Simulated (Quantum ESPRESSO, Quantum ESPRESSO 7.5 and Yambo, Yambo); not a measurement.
# BN (Qingsongite): G0W0 with Yambo, start to end

Aim: the G0W0 gap of BN (Qingsongite) on PBE, step by step.

Program: Quantum ESPRESSO 7.5 and Yambo 5.3.0. Level of theory: PBE and many-body steps on it, plane waves. Results are calculated unless marked as measured.

## Step 1: Set-up

Symmetry: F-43m, No. 216, cubic system. The conventional cell has a = 3.615 Å, b = 3.615 Å, c = 3.615 Å, α = 90.00°, β = 90.00°, γ = 90.00°. B has 4 N at 1.57 Å nearest. N has 4 B at 1.57 Å nearest. Farther neighbours and most contacts between anions are not listed.

The cell and positions come from the Crystallography Open Database and are kept as given unless a step says otherwise.

## Step 2: Ground state

This step: Quantum ESPRESSO 7.5; DFT, PBE, plane waves, norm-conserving pseudopotentials.

The ground-state density comes first.

File pw.in:

```
&control
  calculation = 'scf'
  prefix = 'x'
  outdir = 'o'
  pseudo_dir = 'pseudo'
/
&system
  ibrav = 0
  nat = 2
  ntyp = 2
  ecutwfc = 72.0
  nbnd = 9
  force_symmorphic = .true.
/
&electrons
  conv_thr = 1e-10
  electron_maxstep = 80
  mixing_beta = 0.5
/
ATOMIC_SPECIES
  B 10.81 B.upf
  N 14.007 N.upf
CELL_PARAMETERS angstrom
  -0.0000000000 1.8075000000 1.8075000000
  1.8075000000 0.0000000000 1.8075000000
  1.8075000000 1.8075000000 -0.0000000000
ATOMIC_POSITIONS crystal
  B 0.0000000000 0.0000000000 0.0000000000
  N 0.2500000000 0.2500000000 0.2500000000
K_POINTS automatic
  10 10 10 0 0 0
```

On the command line:

```console
$ OMP_NUM_THREADS=1 mpirun -n 4 pw.x -nk 4 -in pw.in > pw.out
```

What it wrote:

```text
Program PWSCF v.7.5 starts

     This program is part of the open-source Quantum ESPRESSO suite
     for quantum simulation of materials; please cite
         "P. Giannozzi et al., J. Phys.:Condens. Matter 21 395502 (2009);
         "P. Giannozzi et al., J. Phys.:Condens. Matter 29 465901 (2017);
         "P. Giannozzi et al., J. Chem. Phys. 152 154105 (2020);
     in publications or presentations arising from this work. More details at
     Message from routine setup:
     using ibrav=0 with symmetry is DISCOURAGED, use correct ibrav instead

     G-vector sticks info

     bravais-lattice index     =            0
     lattice parameter (alat)  =       4.8305  a.u.
     unit-cell volume          =      79.7006 (a.u.)^3
     number of atoms/cell      =            2
     number of atomic types    =            2
     number of electrons       =         8.00
     number of Kohn-Sham states=            9
     kinetic-energy cutoff     =      72.0000  Ry
     charge density cutoff     =     288.0000  Ry
     scf convergence threshold =      1.0E-10
     mixing beta               =       0.5000
     number of iterations used =            8  plain     mixing
     Exchange-correlation= PBE
                           (   1   4   3   4   0   0   0)

     celldm(1)=   4.830501  celldm(2)=   0.000000  celldm(3)=   0.000000
     celldm(4)=   0.000000  celldm(5)=   0.000000  celldm(6)=   0.000000

     crystal axes: (cart. coord. in units of alat)
               a(1) = (  -0.000000   0.707107   0.707107 )
               a(2) = (   0.707107   0.000000   0.707107 )
               a(3) = (   0.707107   0.707107  -0.000000 )

     reciprocal axes: (cart. coord. in units 2 pi/alat)
               b(1) = ( -0.707107  0.707107  0.707107 )
               b(2) = (  0.707107 -0.707107  0.707107 )
               b(3) = (  0.707107  0.707107 -0.707107 )
     Pseudo is Norm-conserving + core correction, Zval =  3.0
     Generated using ONCVPSP code by D. R. Hamann
     Using radial grid of 1534 points,  4 beta functions with:
     Pseudo is Norm-conserving + core correction, Zval =  5.0
     Generated using ONCVPSP code by D. R. Hamann
     Using radial grid of 1058 points,  4 beta functions with:
     B                 3.00    10.81000     B ( 1.00)
     N                 5.00    14.00700     N ( 1.00)

     24 Sym. Ops. (no inversion) found

   Cartesian axes

     site n.     atom                  positions (alat units)
         1        B      tau(   1) = (   0.0000000   0.0000000   0.0000000  )
         2        N      tau(   2) = (   0.3535534   0.3535534   0.3535534  )

     number of k points=    47
                       cart. coord. in units 2pi/alat
        k(    1) = (   0.0000000   0.0000000   0.0000000), wk =   0.0020000
        k(    2) = (   0.0707107   0.0707107  -0.0707107), wk =   0.0160000
        k(    3) = (   0.1414214   0.1414214  -0.1414214), wk =   0.0160000
        k(    4) = (   0.2121320   0.2121320  -0.2121320), wk =   0.0160000
        k(    5) = (   0.2828427   0.2828427  -0.2828427), wk =   0.0160000
        k(    6) = (  -0.3535534  -0.3535534   0.3535534), wk =   0.0080000
        k(    7) = (   0.1414214  -0.0000000   0.0000000), wk =   0.0120000
        k(    8) = (   0.2121320   0.0707107  -0.0707107), wk =   0.0480000
        k(    9) = (   0.2828427   0.1414214  -0.1414214), wk =   0.0480000
        k(   10) = (   0.3535534   0.2121320  -0.2121320), wk =   0.0480000
     [... 35 further rows ...]
        k(   46) = (  -0.0707107  -0.3535534   0.6363961), wk =   0.0480000
        k(   47) = (  -0.7071068   0.2828427   0.0000000), wk =   0.0240000

     Dense  grid:     6615 G-vectors     FFT dimensions: (  27,  27,  27)

     Initial potential from superposition of free atoms

     starting charge       7.9997, renormalised to       8.0000
     Starting wfcs are    8 randomized atomic wfcs +    1 random wfcs

     per-process dynamical memory:     9.4 Mb

     Self-consistent Calculation

     iteration #  1     ecut=    72.00 Ry     beta= 0.50

     total energy              =     -26.76617838 Ry
     estimated scf accuracy    <       0.21319777 Ry

     iteration #  2     ecut=    72.00 Ry     beta= 0.50

     total energy              =     -26.80345313 Ry
     estimated scf accuracy    <       0.02067927 Ry

     iteration #  3     ecut=    72.00 Ry     beta= 0.50

     total energy              =     -26.80510279 Ry
     estimated scf accuracy    <       0.00335413 Ry

     iteration #  4     ecut=    72.00 Ry     beta= 0.50

     total energy              =     -26.80524845 Ry
     estimated scf accuracy    <       0.00004919 Ry

     iteration #  5     ecut=    72.00 Ry     beta= 0.50

     total energy              =     -26.80525910 Ry
     estimated scf accuracy    <       0.00000712 Ry

     iteration #  6     ecut=    72.00 Ry     beta= 0.50

     total energy              =     -26.80526036 Ry
     estimated scf accuracy    <       0.00000002 Ry

     iteration #  7     ecut=    72.00 Ry     beta= 0.50

     total energy              =     -26.80526038 Ry
     estimated scf accuracy    <       0.00000002 Ry

     iteration #  8     ecut=    72.00 Ry     beta= 0.50

     total energy              =     -26.80526038 Ry
     estimated scf accuracy    <          2.6E-10 Ry

     iteration #  9     ecut=    72.00 Ry     beta= 0.50

     End of self-consistent calculation

          k = 0.0000 0.0000 0.0000 (   869 PWs)   bands (ev):

    -9.0548  11.1555  11.1555  11.1555  20.0337  20.0337  20.0337  21.5215
    35.9011

          k = 0.0707 0.0707-0.0707 (   845 PWs)   bands (ev):

    -8.8117   9.8911  10.9021  10.9021  20.3025  20.4162  20.4162  22.3128
    35.6286

          k = 0.1414 0.1414-0.1414 (   827 PWs)   bands (ev):

    -8.0960   7.1806  10.3308  10.3308  20.6759  21.2102  21.2102  23.9653
    34.9452

          k = 0.2121 0.2121-0.2121 (   827 PWs)   bands (ev):

     [... further k-points ...]

     highest occupied, lowest unoccupied level (ev):    11.1555   15.6904

!    total energy              =     -26.80526038 Ry
     estimated scf accuracy    <          4.0E-11 Ry

     The total energy is the sum of the following terms:
     one-electron contribution =       4.69584400 Ry
     hartree contribution      =       3.58366423 Ry
     xc contribution           =      -8.74398271 Ry
     ewald contribution        =     -26.34078590 Ry

     convergence has been achieved in   9 iterations

     XML data file, charge density, pseudopotentials, collected wavefunctions

=------------------------------------------------------------------------------=
   JOB DONE.
=------------------------------------------------------------------------------=
```

Elapsed: 2.4 s, on 4 MPI ranks of Arm Neoverse V1, shared host; peak memory 0.17 GiB.

This step gave:

```yaml
total_energy: -364.7041 eV
gap: 4.535 eV
k_of_the_valence_top: 0, 0, 0
k_of_the_conduction_bottom: 0, -0.5, -0.5
least_direct_gap: 8.878 eV
```

The gap is indirect, with the least direct gap 4.34 eV higher.

## Step 3: Bands along the symmetry lines

Levels along a band path, at the cheap level, show where the edges lie and whether the meshes to come will hold them.

File pw.in:

```
&control
  calculation = 'bands'
  prefix = 'x'
  outdir = 'o'
  pseudo_dir = 'pseudo'
/
&system
  ibrav = 0
  nat = 2
  ntyp = 2
  ecutwfc = 72.0
  nbnd = 10
  force_symmorphic = .true.
/
&electrons
  conv_thr = 1e-9
  electron_maxstep = 80
  diago_full_acc = .true.
  diago_thr_init = 5e-6
/
ATOMIC_SPECIES
  B 10.81 B.upf
  N 14.007 N.upf
CELL_PARAMETERS angstrom
  -0.0000000000 1.8075000000 1.8075000000
  1.8075000000 0.0000000000 1.8075000000
  1.8075000000 1.8075000000 -0.0000000000
ATOMIC_POSITIONS crystal
  B 0.0000000000 0.0000000000 0.0000000000
  N 0.2500000000 0.2500000000 0.2500000000
K_POINTS crystal
  50
  0.00000000 0.00000000 0.00000000 1
  -0.06250000 -0.06250000 0.00000000 1
  -0.12500000 -0.12500000 0.00000000 1
  -0.18750000 -0.18750000 0.00000000 1
  -0.25000000 -0.25000000 0.00000000 1
  -0.31250000 -0.31250000 0.00000000 1
  -0.37500000 -0.37500000 0.00000000 1
  -0.43750000 -0.43750000 0.00000000 1
  -0.50000000 -0.50000000 0.00000000 1
  -0.48437500 -0.48437500 0.03125000 1
  -0.46875000 -0.46875000 0.06250000 1
  -0.45312500 -0.45312500 0.09375000 1
  -0.43750000 -0.43750000 0.12500000 1
  -0.42187500 -0.42187500 0.15625000 1
  -0.40625000 -0.40625000 0.18750000 1
  -0.39062500 -0.39062500 0.21875000 1
  -0.37500000 -0.37500000 0.25000000 1
  -0.37500000 0.00000000 0.37500000 1
  -0.32812500 0.00000000 0.32812500 1
  -0.28125000 0.00000000 0.28125000 1
  -0.23437500 0.00000000 0.23437500 1
  -0.18750000 0.00000000 0.18750000 1
  -0.14062500 0.00000000 0.14062500 1
  -0.09375000 0.00000000 0.09375000 1
  -0.04687500 0.00000000 0.04687500 1
  0.00000000 0.00000000 0.00000000 1
  0.00000000 0.00000000 0.06250000 1
  0.00000000 0.00000000 0.12500000 1
  0.00000000 0.00000000 0.18750000 1
  0.00000000 0.00000000 0.25000000 1
  0.00000000 0.00000000 0.31250000 1
  0.00000000 0.00000000 0.37500000 1
  0.00000000 0.00000000 0.43750000 1
  -0.00000000 -0.00000000 0.50000000 1
  -0.06250000 -0.03125000 0.46875000 1
  -0.12500000 -0.06250000 0.43750000 1
  -0.18750000 -0.09375000 0.40625000 1
  -0.25000000 -0.12500000 0.37500000 1
  -0.31250000 -0.15625000 0.34375000 1
  -0.37500000 -0.18750000 0.31250000 1
  -0.43750000 -0.21875000 0.28125000 1
  -0.50000000 -0.25000000 0.25000000 1
  -0.50000000 -0.28125000 0.21875000 1
  -0.50000000 -0.31250000 0.18750000 1
  -0.50000000 -0.34375000 0.15625000 1
  -0.50000000 -0.37500000 0.12500000 1
  -0.50000000 -0.40625000 0.09375000 1
  -0.50000000 -0.43750000 0.06250000 1
  -0.50000000 -0.46875000 0.03125000 1
  -0.50000000 -0.50000000 0.00000000 1
```

What it wrote:

```text
[banner, memory and clock lines left out]
Program PWSCF v.7.5 starts

     Atomic positions and unit cell read from directory:
     o/x.save/

     Message from routine setup:
     using ibrav=0 with symmetry is DISCOURAGED, use correct ibrav instead

     G-vector sticks info

     bravais-lattice index     =            0
     lattice parameter (alat)  =       4.8305  a.u.
     unit-cell volume          =      79.7006 (a.u.)^3
     number of atoms/cell      =            2
     number of atomic types    =            2
     number of electrons       =         8.00
     number of Kohn-Sham states=           10
     kinetic-energy cutoff     =      72.0000  Ry
     charge density cutoff     =     288.0000  Ry
     Exchange-correlation= PBE
                           (   1   4   3   4   0   0   0)

     celldm(1)=   4.830501  celldm(2)=   0.000000  celldm(3)=   0.000000
     celldm(4)=   0.000000  celldm(5)=   0.000000  celldm(6)=   0.000000

     crystal axes: (cart. coord. in units of alat)
               a(1) = (  -0.000000   0.707107   0.707107 )
               a(2) = (   0.707107   0.000000   0.707107 )
               a(3) = (   0.707107   0.707107  -0.000000 )

     reciprocal axes: (cart. coord. in units 2 pi/alat)
               b(1) = ( -0.707107  0.707107  0.707107 )
               b(2) = (  0.707107 -0.707107  0.707107 )
               b(3) = (  0.707107  0.707107 -0.707107 )
     Pseudo is Norm-conserving + core correction, Zval =  3.0
     Generated using ONCVPSP code by D. R. Hamann
     Using radial grid of 1534 points,  4 beta functions with:
     Pseudo is Norm-conserving + core correction, Zval =  5.0
     Generated using ONCVPSP code by D. R. Hamann
     Using radial grid of 1058 points,  4 beta functions with:
     B                 3.00    10.81000     B ( 1.00)
     N                 5.00    14.00700     N ( 1.00)

     24 Sym. Ops. (no inversion) found

   Cartesian axes

     site n.     atom                  positions (alat units)
         1        B      tau(   1) = (   0.0000000   0.0000000   0.0000000  )
         2        N      tau(   2) = (   0.3535534   0.3535534   0.3535534  )

     number of k points=    50
                       cart. coord. in units 2pi/alat
        k(    1) = (   0.0000000   0.0000000   0.0000000), wk =   0.0400000
        k(    2) = (   0.0000000   0.0000000  -0.0883883), wk =   0.0400000
        k(    3) = (   0.0000000   0.0000000  -0.1767767), wk =   0.0400000
[...]
[... 38 further rows ...]
        k(   49) = (   0.0441942  -0.0000000  -0.7071068), wk =   0.0400000
        k(   50) = (   0.0000000   0.0000000  -0.7071068), wk =   0.0400000

     Dense  grid:     6615 G-vectors     FFT dimensions: (  27,  27,  27)

     The potential is recalculated from file :
     o/x.save/charge-density

     Starting wfcs are    8 randomized atomic wfcs +    2 random wfcs

     Band Structure Calculation

     End of band structure calculation

          k = 0.0000 0.0000 0.0000 (   869 PWs)   bands (ev):

    -9.0548  11.1555  11.1555  11.1555  20.0337  20.0337  20.0337  21.5215
    35.9011  39.2726

          k = 0.0000 0.0000-0.0884 (   857 PWs)   bands (ev):

    -8.9278  10.8155  10.8352  10.8352  19.8241  20.4590  20.4590  21.9020
    35.1423  36.7893

          k = 0.0000 0.0000-0.1768 (   841 PWs)   bands (ev):

    -8.5501   9.9089  10.0461  10.0461  19.3628  21.5586  21.5586  22.6749
    32.1816  37.0834

          k = 0.0000-0.0000-0.2652 (   829 PWs)   bands (ev):

[...]
k = 0.0000 0.0000-0.3536 (   833 PWs)   bands (ev):

[...]
k =-0.0000 0.0000-0.4419 (   829 PWs)   bands (ev):

[...]
k = 0.0000-0.0000-0.5303 (   817 PWs)   bands (ev):

[...]
k = 0.0000-0.0000-0.6187 (   810 PWs)   bands (ev):

[...]
k = 0.0000 0.0000 0.0000 (   869 PWs)   bands (ev):

[...]
k = 0.2652 0.0000-0.7071 (   812 PWs)   bands (ev):

[...]
k = 0.0884-0.0000-0.7071 (   814 PWs)   bands (ev):

[...]
k = 0.0442-0.0000-0.7071 (   806 PWs)   bands (ev):

    -3.4542   2.2754   6.1761   6.1910  15.8382  20.6095  28.9582  29.0458
    31.8558  38.3072

          k = 0.0000 0.0000-0.7071 (   806 PWs)   bands (ev):

    -3.4651   2.2487   6.2483   6.2483  15.6904  20.4971  29.0656  29.0656
    31.9168  38.3936

     XML data file, pseudopotentials, collected wavefunctions
```

It took 1.4 s on 4 MPI ranks; peak memory 0.05 GiB.

This step gave:

```yaml
gap: 4.535 eV
k_of_the_valence_top: 0, 0, 0
k_of_the_conduction_bottom: -0.5, -0.5, 0
least_direct_gap: 8.878 eV
```

The gap is 4.535 eV, as in the run before at this level.

The electronic bands at the labelled points (eV, zero at the top of the highest filled band; v1 is the highest filled band, c1 the lowest empty one):

| point | v4 | v3 | v2 | v1 | c1 | c2 | c3 | c4 |
| --- | --- | --- | --- | --- | --- | --- | --- | --- |
| Γ | -20.21 | 0.00 | 0.00 | 0.00 | 8.88 | 8.88 | 8.88 | 10.37 |
| halfway | -18.25 | -3.97 | -3.01 | -3.01 | 6.86 | 11.62 | 13.48 | 13.48 |
| X | -14.62 | -8.91 | -4.91 | -4.91 | 4.53 | 9.34 | 17.91 | 17.91 |
| halfway | -14.55 | -8.69 | -5.96 | -4.69 | 5.49 | 10.28 | 17.32 | 17.54 |
| U | -14.54 | -8.12 | -7.66 | -4.08 | 6.98 | 12.95 | 15.84 | 16.68 |
| jump to K | -14.54 | -8.12 | -7.66 | -4.08 | 6.98 | 12.95 | 15.84 | 16.68 |
| halfway | -18.03 | -5.73 | -3.91 | -1.12 | 10.71 | 10.76 | 11.24 | 13.58 |
| Γ | -20.21 | 0.00 | 0.00 | 0.00 | 8.88 | 8.88 | 8.88 | 10.37 |
| halfway | -18.73 | -5.47 | -1.13 | -1.13 | 9.70 | 10.40 | 10.40 | 13.57 |
| L | -15.99 | -10.68 | -1.94 | -1.94 | 10.21 | 10.78 | 10.78 | 15.26 |
| halfway | -15.29 | -9.69 | -4.82 | -3.45 | 9.66 | 11.24 | 14.40 | 15.79 |
| W | -14.31 | -7.58 | -6.96 | -6.50 | 9.65 | 13.35 | 14.61 | 14.69 |
| halfway | -14.47 | -8.49 | -5.77 | -5.71 | 6.58 | 11.00 | 16.25 | 17.43 |
| X | -14.62 | -8.91 | -4.91 | -4.91 | 4.53 | 9.34 | 17.91 | 17.91 |

The electronic bands as a text plot (rows in eV, shown from -8.0 to 10.5 only):

```
   10.1 |+ ++     +    +      ++ ++++ ++   +++++++++++        ++
    9.4 | +        ++++     ++     +++  +++++         ++++++    +
    8.6 |++                           ++                    +
    7.8 |  +++             +
    7.1 |     ++          +
    6.3 |       ++       +                                   +
    5.5 |         +    ++                                     +
    4.7 |          ++++                                        ++
    4.0 |
    3.2 |
    2.4 |
    1.7 |
    0.9 |
    0.1 |*                         ******
   -0.7 | *                      **  *  ****
   -1.4 |  **                   *  **       ****
   -2.2 |    *                ** ****    **     *****
   -3.0 |     **            **                      **
   -3.8 |     ****        **    ***        *         **
   -4.5 |         ********                            **
   -5.3 |       **    *       **            *           *     ***
   -6.1 |              **   **  *                      * * ***
   -6.8 |         *           **                        ****
   -7.6 |                ***                 **          ***
         Γ           X  U|K            Γ         L        W     X
```

(Part 1 of 3 ends here.)

[Paths, hosts, dates, memory and timing lines, banners, echoed tables and standing remarks are left out of the program output.]

[Logs are printed without paths, hosts, clocks, repeated set-up lines and the standing remarks that a program may print on its own settings, such as how far it seeks lower states.]

[Runs of the session that timed out or met a known fault of the program may be left out.]

[Hosts, paths, dates, database ids (printed as entryN), source tags and the programs' standing remarks are cut or masked in the printed files.]
